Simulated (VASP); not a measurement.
# W (Im-3m) in VASP: a series of runs

Runs on W. Level: PBE+D3(BJ). Tasks: relaxation of the atoms.

All numbers are computed with VASP 6.6.1; they aren't measurements. Logs are shortened: lines on timing, memory, paths and dates and some standing lists are left out, and cuts for length are marked.

## 1. The undisturbed crystal

It takes space group Im-3m (No. 229, cubic). Conventional cell: a = 3.165 Å, b = 3.165 Å, c = 3.165 Å, α = 90.00°, β = 90.00°, γ = 90.00°. W (site symmetry m-3m) has 8 W at 2.74 Å as nearest neighbours.

## 2. Relaxation of the atoms, PBE+D3(BJ) (a relaxed cell with its volume scaled by 0.94)

The input, INCAR:

```
PREC = Accurate
ENCUT = 600
EDIFF = 1E-7
ISMEAR = 1
SIGMA = 0.1
LREAL = False
LASPH = True
NELM = 80
ALGO = Fast
ISIF = 2
LWAVE = False
LCHARG = False
GGA = PE
IVDW = 12
IBRION = 2
NSW = 40
EDIFFG = -0.01
```

The input, KPOINTS:

```
Automatic mesh
0
Gamma
  16 16 16
```

The input, POSCAR:

```
W                                       
1.0
   -1.5478253522      1.5478253522      1.5478253522
    1.5478253522     -1.5478253522      1.5478253522
    1.5478253522      1.5478253522     -1.5478253522
  W             
     1
Direct
     0.0000000000000000    0.0000000000000000    0.0000000000000000
```

Potentials or basis: VASP PAW PBE potentials, release 64 (W_sv).

On the command line:

```console
$ cat potpaw_PBE.64/W_sv/POTCAR > POTCAR
$ mpirun -np 1 vasp_std > vasp.out
```

OUTCAR:

```text
PREC = Accurate
   ENCUT = 600
   EDIFF = 1E-7
   ISMEAR = 1
   LREAL = False
   LASPH = True
   NELM = 80
   ISIF = 2
   GGA = PE
   IVDW = 12
   IBRION = 2
   NSW = 40
   EDIFFG = -0.01
 IVDW          = 12

 ion  position               nearest neighbor table
   1  0.000  0.000  0.000-

  LATTYP: Found a body centered cubic cell.
 ALAT       =     3.0956507044

  Lattice vectors:

 A1 = (  -1.5478253522,   1.5478253522,   1.5478253522)
 A2 = (   1.5478253522,  -1.5478253522,   1.5478253522)
 A3 = (   1.5478253522,   1.5478253522,  -1.5478253522)

Analysis of symmetry for initial positions (statically):
=====================================================================
 Subroutine PRICEL returns:
 Original cell was already a primitive cell.

 Routine SETGRP: Setting up the symmetry group for a
 body centered cubic supercell.

 Subroutine GETGRP returns: Found 48 space group operations
 (whereof 48 operations were pure point group operations)
 out of a pool of 48 trial point group operations.

The static configuration has the point symmetry O_h .

Analysis of symmetry for dynamics (positions and initial velocities):
=====================================================================
 Subroutine PRICEL returns:
 Original cell was already a primitive cell.

 Routine SETGRP: Setting up the symmetry group for a
 body centered cubic supercell.

 Subroutine GETGRP returns: Found 48 space group operations
 (whereof 48 operations were pure point group operations)
 out of a pool of 48 trial point group operations.

The dynamic configuration has the point symmetry O_h .

 Subroutine INISYM returns: Found 48 space group operations
 (whereof 48 operations are pure point group operations),
 and found     1 'primitive' translations

----------------------------------------------------------------------------------------

                                     Primitive cell

  volume of cell :      14.8329

  direct lattice vectors                    reciprocal lattice vectors
    -1.547825352  1.547825352  1.547825352     0.000000000  0.323033861  0.323033861
     1.547825352 -1.547825352  1.547825352     0.323033861  0.000000000  0.323033861
     1.547825352  1.547825352 -1.547825352     0.323033861  0.323033861  0.000000000

  length of vectors
     2.680912151  2.680912151  2.680912151     0.456838868  0.456838868  0.456838868

  position of ions in fractional coordinates (direct lattice)
     0.000000000  0.000000000  0.000000000

  ion indices of the primitive-cell ions
   primitive index   ion index
                 1           1

----------------------------------------------------------------------------------------

 KPOINTS: Automatic mesh

Automatic generation of k-mesh.
 Grid dimensions read from file:
 generate k-points for:   16   16   16

 Generating k-lattice:

  Cartesian coordinates                     Fractional coordinates (reciprocal lattice)
     0.000000000  0.020189616  0.020189616     0.062500000  0.000000000  0.000000000
     0.020189616  0.000000000  0.020189616     0.000000000  0.062500000  0.000000000
     0.020189616  0.020189616  0.000000000     0.000000000  0.000000000  0.062500000

  Length of vectors
     0.028552429  0.028552429  0.028552429

  Shift w.r.t. Gamma in fractional coordinates (k-lattice)
     0.000000000  0.000000000  0.000000000

 Subroutine IBZKPT returns following result:
 ===========================================

 Found    145 irreducible k-points:

 Following reciprocal coordinates:
            Coordinates               Weight
  0.000000  0.000000  0.000000      1.000000
  0.062500  0.000000  0.000000     12.000000
  0.125000  0.000000  0.000000     12.000000
  0.187500  0.000000  0.000000     12.000000
  0.250000  0.000000  0.000000     12.000000
  0.312500  0.000000  0.000000     12.000000
[... 16 lines left out ...]
  0.187500  0.187500  0.000000     24.000000
  0.250000  0.187500  0.000000     48.000000
 [... further k-points ...]
   k-points           NKPTS =    145   k-points in BZ     NKDIM =    145   number of bands    NBANDS=     11
   number of dos      NEDOS =    301   number of ions     NIONS =      1
   total plane-waves  NPLWV =  13824
   dimension x,y,z NGX =    24 NGY =   24 NGZ =   24
   dimension x,y,z NGXF=    48 NGYF=   48 NGZF=   48
   ions per type =               1
   NGX,Y,Z   is equivalent  to a cutoff of  14.88, 14.88, 14.88 a.u.
   NGXF,Y,Z  is equivalent  to a cutoff of  29.77, 29.77, 29.77 a.u.
 SYSTEM =  unknown system
   PREC   = accura    normal or accurate (medium, high low for compatibility)
   ISTART =      0    job   : 0-new  1-cont  2-samecut
   ICHARG =      2    charge: 1-file 2-atom 10-const
   ISPIN  =      1    spin polarized calculation?
   LNONCOLLINEAR =      F non collinear calculations
   LSORBIT =      F    spin-orbit coupling
   LASPH  =      T    aspherical Exc in radial PAW
   ENCUT  =  600.0 eV  44.10 Ry    6.64 a.u.   5.35  5.35  5.35*2*pi/ulx,y,z
   NELM   =     80;   NELMIN=  2; NELMDL= -5     # of ELM steps
   EDIFF  = 0.1E-06   stopping-criterion for ELM
   LREAL  =      F    real-space projection
   EDIFFG = -.1E-01   stopping-criterion for IOM
   NSW    =     40    number of steps for IOM
   IBRION =      2    ionic relax: 0-MD 1-quasi-New 2-CG
   NFREE  =      1    steps in history (QN), initial steepest desc. (CG)
   ISIF   =      2    stress and relaxation
   ISYM   =      2    0-nonsym 1-usesym 2-fastsym
   POTIM  = 0.5000    time-step for ionic-motion
   TEBEG  =    0.0;   TEEND  =   0.0 temperature during run
   PSTRESS=    0.0 pullay stress
   NELECT =      14.0000    total number of electrons
   NUPDOWN=      -1.0000    fix difference up-down
   EMIN   =  10.00;   EMAX   =-10.00  energy-range for DOS
   EFERMI =   0.00;   METHOD = LEGACY
   ISMEAR =     1;   SIGMA  =   0.10  broadening in eV -4-tet -1-fermi 0-gaus
   EFERMI_NEDOS =   21; number of points for ismear=-14 and -15
   IALGO  =     68    algorithm
   IMIX   =      4    mixing-type and parameters
     AMIX     =   0.40;   BMIX     =  1.00
     AMIX_MAG =   1.60;   BMIX_MAG =  1.00
  volume/ion in A,a.u.               =      14.83       100.10
  Fermi-wavevector in a.u.,A,eV,Ry     =   1.605864  3.034644 35.086714  2.578801
  Thomas-Fermi vector in A             =   2.702143
   LORBIT       =      0    0 simple, 1 ext, 2 COOP (PROOUT), +10 PAW based schemes
   GGA     = PE    functional components
   LHFCALC =     F    Hartree Fock is set to
   AEXX    =    0.0000 exact exchange contribution
   IVDW    =    12    specifies the selected vdW correction
   LEPSILON=     F    determine dielectric tensor
   LRPA    =     F    only Hartree local field effects (RPA)
 conjugate gradient relaxation of ions
 non-spin polarized calculation
 RMM-DIIS sequential band-by-band and
 Methfessel and Paxton  Order N= 1 SIGMA  =   0.10
  energy-cutoff  :      600.00
  volume of cell :       14.83
 maximum number of plane-waves:       531
 NGX is ok and might be reduce to    24
   NGX = 11   NGY = 11   NGZ = 11

 number of electron      13.9999999 magnetization

 Free energy of the ion-electron system (eV)
  ---------------------------------------------------
  ext. energy  EPLUGINS =         0.00000000
  ---------------------------------------------------
  free energy    TOTEN  =       -12.83845292 eV

  energy without entropy =      -12.83790338  energy(sigma->0) =      -12.83826974

 E-fermi :  12.4745     XC(G=0): -14.0208

 val. band max:       12.4664948932   @ k =  -0.3125   0.3125   0.1875
 cond. band min:      12.5056970960   @ k =   0.0625   0.0625   0.0625
 fundamental gap:      0.0392022028
 Fermi energy:        12.4744795951

 k-point     1 :       0.0000    0.0000    0.0000
  band No.  band energies     occupation
      1     -61.6711      2.00000
      2     -25.1210      2.00000
      3     -25.1210      2.00000
      4     -25.1210      2.00000
      5       2.4317      2.00000
      6      11.0839      2.00000
      7      11.0839      2.00000
      8      11.0839      2.00000
      9      14.8512      0.00000
     10      14.8512      0.00000
     11      27.0927      0.00000

 k-point     2 :       0.0625    0.0000    0.0000
  band No.  band energies     occupation
      1     -61.6643      2.00000
      2     -25.1879      2.00000
      3     -25.1414      2.00000
      4     -25.1215      2.00000
      5       2.6376      2.00000
      6      10.9558      2.00000
      7      11.0541      2.00000
      8      11.2837      2.00000
      9      14.6413      0.00000
     10      14.8509      0.00000
     11      27.2771      0.00000

 k-point     3 :       0.1250    0.0000    0.0000
  band No.  band energies     occupation
      1     -61.6449      2.00000
      2     -25.3752      2.00000
      3     -25.1992      2.00000
      4     -25.1227      2.00000
      5       3.2220      2.00000
      6      10.6104      2.00000
      7      10.9193      2.00000
      8      11.8745      2.00000
      9      14.2421     -0.00000
     10      14.8636      0.00000
     11      27.7186      0.00000

 k-point     4 :       0.1875    0.0000    0.0000
  band No.  band energies     occupation
      1     -61.6159      2.00000
      2     -25.6477      2.00000
      3     -25.2846      2.00000
      4     -25.1247      2.00000
      5       4.0757      2.00000
      6      10.1387      2.00000
      7      10.6426      2.00000
      8      12.8305     -0.00001
      9      14.0478     -0.00000
     10      14.9218      0.00000
     11      28.0188      0.00000

 k-point     5 :       0.2500    0.0000    0.0000
  band No.  band energies     occupation
      1     -61.5815      2.00000
      2     -25.9580      2.00000
      3     -25.3838      2.00000
      4     -25.1271      2.00000
      5       4.9778      2.00000
      6       9.6374      2.00000
      7      10.4364      2.00000
      8      14.1053     -0.00000
      9      14.1799     -0.00000
     10      15.0545      0.00000
     11      27.5660      0.00000
[... 211 lines left out ...]
 k-point    21 :       0.3750    0.1250    0.0000
  band No.  band energies     occupation
      1     -61.4910      2.00000
      2     -26.5989      2.00000
      3     -25.6929      2.00000
      4     -25.2181      2.00000
      5       6.3170      2.00000
      6       8.7405      2.00000
      7      11.6959      2.00000
      8      14.6069      0.00000
      9      16.1093      0.00000
     10      19.5596      0.00000
     11      24.3365      0.00000

 k-point    22 :       0.4375    0.1250    0.0000
  band No.  band energies     occupation
      1     -61.4846      2.00000
      2     -26.6437      2.00000
      3     -25.7176      2.00000
      4     -25.2192      2.00000
      5       6.2774      2.00000
      6       8.6793      2.00000
      7      12.1208      2.00001
      8      14.5742      0.00000
      9      16.3199      0.00000
     10      20.1507      0.00000
     11      23.7418      0.00000

 k-point    23 :       0.1875    0.1875    0.0000
  band No.  band energies     occupation
      1     -61.5390      2.00000
      2     -26.2232      2.00000
      3     -25.5109      2.00000
      4     -25.2394      2.00000
      5       6.3080      2.00000
      6       9.3044      2.00000
      7       9.7429      2.00000
      8      13.8071     -0.00000
      9      15.7289      0.00000
     10      16.5201      0.00000
     11      27.0230      0.00000

 k-point    24 :       0.2500    0.1875    0.0000
  band No.  band energies     occupation
      1     -61.5119      2.00000
      2     -26.3812      2.00000
      3     -25.6453      2.00000
      4     -25.2609      2.00000
      5       6.8303      2.00000
      6       9.0272      2.00000
      7      10.0019      2.00000
      8      14.1070     -0.00000
      9      15.8423      0.00000
     10      18.2480      0.00000
     11      25.6835      0.00000

 [... further k-points ...]

------------------------ aborting loop because EDIFF is reached ----------------------------------------

 Edisp (eV)   -0.74456

 E8    (eV) :    -0.3820

  FORCE on cell =-STRESS in cart. coord.  units (eV):
  Direction    XX          YY          ZZ          XY          YZ          ZX
  --------------------------------------------------------------------------------------
  -------------------------------------------------------------------------------------
  Total       2.11490     2.11490     2.11490    -0.00000     0.00000    -0.00000
  in kB     228.44108   228.44108   228.44108    -0.00000     0.00000    -0.00000
  external pressure =      228.44 kB  Pullay stress =        0.00 kB

 VOLUME and BASIS-vectors are now :
 -----------------------------------------------------------------------------
  energy-cutoff  :      600.00
  volume of cell :       14.83
      direct lattice vectors                 reciprocal lattice vectors
    -1.547825352  1.547825352  1.547825352     0.000000000  0.323033861  0.323033861
     1.547825352 -1.547825352  1.547825352     0.323033861  0.000000000  0.323033861
     1.547825352  1.547825352 -1.547825352     0.323033861  0.323033861  0.000000000

 POSITION                                       TOTAL-FORCE (eV/Angst)
 -----------------------------------------------------------------------------------
      0.00000      0.00000      0.00000        -0.000000      0.000000      0.000000
 -----------------------------------------------------------------------------------
    total drift:                                0.000000      0.000000     -0.000000

  FREE ENERGIE OF THE ION-ELECTRON SYSTEM (eV)
  ---------------------------------------------------
  free  energy   TOTEN  =       -13.5830171509 eV

  energy  without entropy=      -13.5824676164  energy(sigma->0) =      -13.58283397

 reached required accuracy - stopping structural energy minimisation
```

It took 20 s on 1 thread of Intel Xeon Platinum 8488C (Sapphire Rapids), shared host; peak memory 0.17 GiB.

What came out:

| Property | Result |
| --- | --- |
| Free energy | -13.5830 eV |
| Pressure after relaxing | 22.8 GPa |
| Band gap on the k mesh | none (metal or under the smearing width) |
| Dispersion energy per atom | -0.745 eV |

Final structure:
```
W
1.0
    -1.54783    1.54783    1.54783
     1.54783   -1.54783    1.54783
     1.54783    1.54783   -1.54783
W
1
Direct
  0.00000 0.00000 0.00000
```

Caveat: the relaxation stopped at its first step, so nothing moved; pairwise dispersion overbinds metals, which lowers pressure and volume. Spin-orbit coupling is left out, which matters for the levels of W.

## 3. Relaxation of the atoms, PBE+D3(BJ) (a relaxed cell with its volume scaled by 0.96)

INCAR is that of step 2.

KPOINTS is that of step 2.

The input, POSCAR:

```
W                                       
1.0
   -1.5587258899      1.5587258899      1.5587258899
    1.5587258899     -1.5587258899      1.5587258899
    1.5587258899      1.5587258899     -1.5587258899
  W             
     1
Direct
     0.0000000000000000    0.0000000000000000    0.0000000000000000
```

Potentials or basis: VASP PAW PBE potentials, release 64 (W_sv).

On the command line:

```console
$ cat potpaw_PBE.64/W_sv/POTCAR > POTCAR
$ mpirun -np 1 vasp_std > vasp.out
```

Run time: 18 s. Hardware: 1 thread of Intel Xeon Platinum 8488C (Sapphire Rapids), shared host; peak memory 0.17 GiB.

Results (log left out):

```
Free energy                : -13.6196 eV
Pressure after relaxing    : 14.4 GPa
Band gap on the k mesh     : none (metal or under the smearing width)
Dispersion energy per atom : -0.729 eV
```

Final structure:
```xyz
1
Lattice="-1.5587 1.5587 1.5587 1.5587 -1.5587 1.5587 1.5587 1.5587 -1.5587" Properties=species:S:1:pos:R:3 pbc="T T T"
W     0.0000    0.0000    0.0000
```

Levels at points of the mesh, in eV from the Fermi level:
```tsv
k point	band 3	band 4	band 5	band 6	band 7	band 8	band 9	band 10	band 11
(0.00, 0.00, 0.00)	-37.66	-37.66	-9.93	-1.35	-1.35	-1.35	2.33	2.33	14.57
(0.50, 0.00, 0.00)	-38.14	-37.67	-6.62	-3.84	0.80	2.25	3.29	6.53	11.56
(0.50, 0.50, 0.50)	-38.70	-38.70	-6.26	-6.26	5.46	5.46	5.46	8.58	8.58
```

Caveat: the relaxation stopped at its first step, so nothing moved; pairwise dispersion overbinds metals, which lowers pressure and volume.
